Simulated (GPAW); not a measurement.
Zr2O:

```
CELL_PARAMETERS angstrom
4.87635 0.00000 0.00000
0.00000 4.87635 0.00000
0.00000 0.00000 4.87635
ATOMIC_POSITIONS crystal
Zr 0.75000 0.75000 0.75000
Zr 0.25000 0.75000 0.25000
Zr 0.75000 0.25000 0.25000
Zr 0.25000 0.25000 0.75000
O 0.50000 0.50000 0.50000
O 0.00000 0.00000 0.00000
```

The cell comes from a database or a generator and needn't be the stable form of this composition.

Base run:

| Item | Value |
| --- | --- |
| Program | GPAW 26.7.0 |
| Functional | PBEsol |
| Potentials or basis | PAW data sets generated in the run's folder for this functional |
| Cutoff | 800 eV |
| Basis | pw |
| k mesh | 5 × 5 × 5 |
| Occupations | fermi-dirac, width 0.05 eV |
| Spin | no spin polarisation |
| Hubbard terms | Zr d U = 2 eV |

Its results: pressure -3.4 GPa.

**Question.** The run is repeated on the same cell with these changes: hubbard terms from Zr d U = 2 eV to none. What comes out?

**Answer.** Pressure -6.8 GPa.

Caveats: U without spin polarisation on a metal has little footing (some runs).
